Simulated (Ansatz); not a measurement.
# Al3Ru2: a tetragonal deformation path

The task here is to estimate one member of a computed series from the others.

Computed with Ansatz 0.2.0 (DFT PBEsol, scalar-relativistic, plane waves, PAW, unless a step's input says otherwise).

1 further run of the same task is left out (set aside as unsound or not needed). Runs told in other sessions of the task aren't counted.

### The structure to begin with

It takes space group I4/mmm (No. 139, tetragonal). The conventional cell has a = 3.073 Å, b = 3.073 Å, c = 14.252 Å, α = 90.00°, β = 90.00°, γ = 90.00°. Al (site symmetry 4/mmm) has 8 Ru at 2.64 Å and 2 Al at 2.76 Å in its first shell of neighbours. Around Al (site symmetry 4mm) lie 5 Ru at 2.51 to 2.86 Å and 5 Al at 2.70 to 2.76 Å. Around Ru (site symmetry 4mm) lie 9 Al at 2.51 to 2.86 Å.

Coordinates:

```
Al Ru
1.0
    -1.53668    1.53668    7.12583
     1.53668   -1.53668    7.12583
     1.53668    1.53668   -7.12583
Al Ru
3 2
Direct
  0.00000 0.00000 0.00000
  0.80626 0.80626 0.00000
  0.19374 0.19374 0.00000
  0.60566 0.60566 0.00000
  0.39434 0.39434 0.00000
```

It goes back to an entry of the Materials Project, which need not be the stable form.

It is the result of an earlier relaxation at this level (volume 13.46 Å³/atom; gap on the mesh: none (metal)).

Set-up of the first run:

File input.yaml:

```yaml
crystal:
  lattice:
    - [-1.5366813991, 1.5366813991, 7.1258323418]
    - [1.5366813991, -1.5366813991, 7.1258323418]
    - [1.5366813991, 1.5366813991, -7.1258323418]
  atoms:
    - { symbol: Al, position: [0.0, 0.0, 0.0] }
    - { symbol: Al, position: [0.8062567814, 0.8062567814, 0.0] }
    - { symbol: Al, position: [0.1937432186, 0.1937432186, 0.0] }
    - { symbol: Ru, position: [0.6056584131, 0.6056584131, 0.0] }
    - { symbol: Ru, position: [0.3943415869, 0.3943415869, 0.0] }
basis:
  ecutwfc: 420
kpoints:
  mp_grid: { grid: [24, 24, 24] }
hamiltonian:
  xc: pbesol
scf:
  occupations: { method: gaussian, width: 0.15 }
output:
  forces: true
  stress: true
  eigenvalues: true
```

Launch:

```
ansatz run input.yaml --threads 1 --pin off --max-ram 2560MiB --backend cpu --events-out ev --progress --plain --runs-dir out
```

Steps of the session up to this table: Zero of the scan; At ρ = 0.850; ρ = 1.200; ρ = 0.920; At ρ = 1.100.

One table of the session follows, with a row left open; its other results are not shown here.

It belongs to the step «The scan collected». Collected from the runs (energy zero: the undisturbed cell):

| ρ | ΔE (meV/atom) | pressure (GPa) |
| --- | --- | --- |
| 0.850 | 198.0 | 4.0 |
| 0.920 | ? | ? |
| 1.000 | 0.0 | 0.0 |
| 1.100 | 48.8 | 1.3 |
| 1.200 | 158.2 | 3.6 |

**Question.** Estimate the row for ρ = 0.920.

Worked estimate for «ΔE (meV/atom)». A straight line through the neighbours (0.850, 198.0) and (1.000, 0.0) gives 198.0 + (0.0 − 198.0) × (0.920 − 0.850) / (1.000 − 0.850) = 105.6; a parabola fitted to 3 rows on both sides gives 65.1.

**Answer.** ΔE (meV/atom): 48.9; pressure (GPa): 0.8. In «ΔE (meV/atom)» the line misses by +56.7 and the parabola by +16.2.
